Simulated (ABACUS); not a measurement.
# SiC (Moissanite 6H) (P6_3mc) in ABACUS: reference runs, part 2 of 2

ABACUS 3.10.1.

### Step 3. Single point, PBE (atoms moved at random, drawn with an rms of 0.05 Å)

INPUT

```
INPUT_PARAMETERS
suffix              SiC
calculation         scf
basis_type          pw
pseudo_dir          ./
symmetry            1
dft_functional      pbe
ecutwfc             82
pseudo_rcut         7
nspin               1
nbands              29
ks_solver           dav
smearing_method     fd
smearing_sigma      0.00367493
scf_thr             1e-08
scf_nmax            100
mixing_type         broyden
mixing_beta         0.7
cal_force           1
cal_stress          1
kpar                4
```

STRU

```
ATOMIC_SPECIES
Si 28.0850 Si.upf
C 12.0110 C.upf

LATTICE_CONSTANT
1.8897261246

LATTICE_VECTORS
3.0950000000 0.0000000000 0.0000000000
-1.5475000000 2.6803486247 0.0000000000
0.0000000000 0.0000000000 15.1700000000

ATOMIC_POSITIONS
Direct

Si
0.0
6
0.7036630000 0.3400720000 0.4581780000 1 1 1
0.3431990000 0.6666190000 0.9618210000 1 1 1
0.6561650000 0.3276960000 0.7885460000 1 1 1
0.3379770000 0.6585140000 0.2925310000 1 1 1
0.0060650000 -0.0044710000 0.6271070000 1 1 1
0.0054040000 -0.0027430000 0.1253320000 1 1 1

C
0.0
6
0.6644900000 0.3210070000 0.3295510000 1 1 1
0.3394060000 0.6626980000 0.8343350000 1 1 1
0.6766780000 0.3424440000 0.6660130000 1 1 1
0.3430570000 0.6879310000 0.1650230000 1 1 1
0.0188990000 0.0088970000 0.4987620000 1 1 1
-0.0030880000 0.0029010000 0.0011070000 1 1 1
```

KPT

```
K_POINTS
0
Gamma
10 10 2 0 0 0
```

Potentials or basis: PseudoDojo NC SR 0.4.1 PBE standard, plane waves.

On the command line:

```
$ OMP_NUM_THREADS=1 mpirun -np 4 abacus > log
```

running log:

```text
ABACUS v3.10.1

               Atomic-orbital Based Ab-initio Computation at UStc

 ------------------------------------------------------------------------------------

 READING GENERAL INFORMATION
                           global_out_dir = OUT.SiC/
                           global_in_card = INPUT
                               pseudo_dir = ./
                              orbital_dir =
                                    DSIZE = 4
                                    GSIZE = 1

 READING UNITCELL INFORMATION
                                    ntype = 2
                  lattice constant (Bohr) = 1.88973
              lattice constant (Angstrom) = 1

 READING ATOM TYPE 1
                               atom label = Si
                      L=0, number of zeta = 1
                      L=1, number of zeta = 1
                      L=2, number of zeta = 1
             number of atom for this type = 6

 READING ATOM TYPE 2
                               atom label = C
                      L=0, number of zeta = 1
                      L=1, number of zeta = 1
                      L=2, number of zeta = 1
             number of atom for this type = 6

                        TOTAL ATOM NUMBER = 12
DIRECT COORDINATES
    atom                   x                   y                   z     mag                  vx                  vy                  vz
taud_Si1            0.7036630000        0.3400720000        0.4581780000  0.0000        0.0000000000        0.0000000000        0.0000000000
taud_Si2            0.3431990000        0.6666190000        0.9618210000  0.0000        0.0000000000        0.0000000000        0.0000000000
taud_Si3            0.6561650000        0.3276960000        0.7885460000  0.0000        0.0000000000        0.0000000000        0.0000000000
taud_Si4            0.3379770000        0.6585140000        0.2925310000  0.0000        0.0000000000        0.0000000000        0.0000000000
taud_Si5            0.0060650000        0.9955290000        0.6271070000  0.0000        0.0000000000        0.0000000000        0.0000000000
taud_Si6            0.0054040000        0.9972570000        0.1253320000  0.0000        0.0000000000        0.0000000000        0.0000000000
taud_C1            0.6644900000        0.3210070000        0.3295510000  0.0000        0.0000000000        0.0000000000        0.0000000000
taud_C2            0.3394060000        0.6626980000        0.8343350000  0.0000        0.0000000000        0.0000000000        0.0000000000
taud_C3            0.6766780000        0.3424440000        0.6660130000  0.0000        0.0000000000        0.0000000000        0.0000000000
taud_C4            0.3430570000        0.6879310000        0.1650230000  0.0000        0.0000000000        0.0000000000        0.0000000000
taud_C5            0.0188990000        0.0088970000        0.4987620000  0.0000        0.0000000000        0.0000000000        0.0000000000
taud_C6            0.9969120000        0.0029010000        0.0011070000  0.0000        0.0000000000        0.0000000000        0.0000000000

                          Volume (Bohr^3) = 849.247
                             Volume (A^3) = 125.845

 Lattice vectors: (Cartesian coordinate: in unit of a_0)
               +3.095                  +0                  +0
              -1.5475            +2.68035                  +0
                   +0                  +0              +15.17
 Reciprocal vectors: (Cartesian coordinate: in unit of 2 pi/a_0)
            +0.323102           +0.186543                  -0
                   -0           +0.373086                  -0
                   +0                  -0          +0.0659196
 The esolver type has been set to : ksdft_pw

                PAO radial cut off (Bohr) = 7

 Read in pseudopotential file is Si.upf
                     pseudopotential type = NC
          exchange-correlation functional = PBE
                 nonlocal core correction = 1
                        valence electrons = 4
                                     lmax = 2
                           number of zeta = 2
                     number of projectors = 6
                           L of projector = 0
                           L of projector = 0
                           L of projector = 1
[... 159 lines left out ...]
        1            223          13523

 SETUP NONLOCAL PSEUDOPOTENTIALS IN PLANE WAVE BASIS
 Si non-local projectors:
 projector 1 L=0
 projector 2 L=0
 projector 3 L=1
 projector 4 L=1
 projector 5 L=2
 projector 6 L=2
 C non-local projectors:
 projector 1 L=0
 projector 2 L=0
 projector 3 L=1
 projector 4 L=1
      TOTAL NUMBER OF NONLOCAL PROJECTORS = 156

 Init Non-Local PseudoPotential table :
 Init Non-Local-Pseudopotential done.

                                     npwx = 10745

 Make real space PAO into reciprocal space.
       max mesh points in Pseudopotential = 701
     dq(describe PAO in reciprocal space) = 0.01
                                    max q = 1091

 number of pseudo atomic orbitals for Si is 2
WARNING: norm of atomic wavefunction # 1 of atomic type Si is 0.999875, renormalized
WARNING: norm of atomic wavefunction # 2 of atomic type Si is 0.996128, renormalized

 number of pseudo atomic orbitals for C is 2
WARNING: norm of atomic wavefunction # 1 of atomic type C is 0.999989, renormalized
WARNING: norm of atomic wavefunction # 2 of atomic type C is 0.999518, renormalized

 -------------------------------------------
 SELF-CONSISTENT
 -------------------------------------------
                                 init_chg = atomic

 PW ALGORITHM --------------- ION=   1  ELEC=   1--------------------------------

 Density error is 2.48409846494
                          Error Threshold = 0.01
----------------------------------------------------------
     Energy           Rydberg                 eV
----------------------------------------------------------
 E_KohnSham     -122.4497297155      -1666.0140426913
 E_Harris       -116.1433505867      -1580.2113527908
 E_Fermi        0.7068752753         9.6175315198
----------------------------------------------------------
[... 99 lines left out ...]
 Density error is 7.50108810131e-09
                          Error Threshold = 9.82017709284e-11
----------------------------------------------------------
     Energy           Rydberg                 eV
----------------------------------------------------------
 E_KohnSham     -123.2180077758      -1676.4670019590
 E_KS(sigma->0) -123.2180077757      -1676.4670019573
 E_Harris       -123.2182428708      -1676.4702005903
 E_band         12.2030863012        166.0315068819
 E_one_elec     32.7101389837        445.0442725499
 E_Hartree      14.1752450351        192.8641030237
 E_xc           -45.2326887176       -615.4223024195
 E_Ewald        -124.8707030767      -1698.9530751098
 E_entropy(-TS) -0.0000000002        -0.0000000034
 E_descf        0.0000000000         0.0000000000
 E_exx          0.0000000000         0.0000000000
 E_Fermi        0.7705245714         10.4835246207
----------------------------------------------------------

 charge density convergence is achieved
 final etot is -1676.467002 eV
 EFERMI = 10.483524621 eV

 STATE ENERGY(eV) AND OCCUPATIONS    NSPIN == 1
 1/26 kpoint (Cartesian) = 0.0000 0.0000 0.0000 (10745 pws)
       1       -6.07375      0.0100000
       2       -5.59323      0.0100000
       3       -5.34163      0.0100000
       4       -4.01143      0.0100000
       5       -3.84192      0.0100000
       6       -2.45254      0.0100000
[... 176 lines left out ...]
      28        13.3002    3.42746e-27
      29        13.8414    6.82140e-32

[... levels at 20 further k points ...]

------------------------------------------------------------------------------------------
 TOTAL-FORCE (eV/Angstrom)
------------------------------------------------------------------------------------------
                       Si1        -1.3139420378         0.0623391320        -0.5498371840
                       Si2        -0.7925854041         0.0603502473        -1.1049612722
                       Si3         0.8310780171         0.1043676258         2.0907802149
                       Si4        -0.3243896603        -0.0186813263        -1.2565197769
                       Si5        -0.1043374857         0.7676275918        -1.2088609545
                       Si6        -0.5706678977         1.0639210742        -0.0333135013
                        C1         0.4884526882         0.3645481834         1.4311367516
                        C2        -0.7046576775         0.0169155993        -0.6336707431
                        C3         0.0645388197        -0.7702452880        -0.0974254465
                        C4         0.5991523968        -1.2387429811         0.8491212310
                        C5         0.9635053499        -0.2867968574         0.5387284105
                        C6         0.8638528912        -0.1256030010        -0.0251777296
------------------------------------------------------------------------------------------

----------------------------------------------------------------
 TOTAL-STRESS (KBAR)
----------------------------------------------------------------
        13.7132457594        -5.5487637785         7.2218218932
        -5.5487637785        10.9402351486        -5.5628346884
         7.2218218932        -5.5628346884        -2.3950966562
----------------------------------------------------------------
 TOTAL-PRESSURE: 7.419461 KBAR

 --------------------------------------------
 !FINAL_ETOT_IS -1676.4670019589693766 eV
 --------------------------------------------
```

It took 2.7 min on 4 MPI ranks of Intel Xeon 6975P-C (Granite Rapids), shared host; peak memory 1.3 GiB.

Results:

```
Free energy            : -1676.4670 eV
Pressure               : 0.7 GPa
Largest force          : 2.252 eV/Å
Band gap on the k mesh : 1.67 eV, indirect (least direct gap 2.98 eV)
```

Forces on the atoms (eV/Å):
```
Si  -1.314  0.062 -0.550
Si  -0.793  0.060 -1.105
Si   0.831  0.104  2.091
Si  -0.324 -0.019 -1.257
Si  -0.104  0.768 -1.209
Si  -0.571  1.064 -0.033
C    0.488  0.365  1.431
C   -0.705  0.017 -0.634
C    0.065 -0.770 -0.097
C    0.599 -1.239  0.849
C    0.964 -0.287  0.539
C    0.864 -0.126 -0.025
```

Stress tensor (GPa, compression positive):
```
 1.37 -0.55  0.72
-0.55  1.09 -0.56
 0.72 -0.56 -0.24
```

Caveat: there are fewer bands than atomic start orbitals, so a level may be missed at k points of high symmetry. A k mesh can miss the band edges.
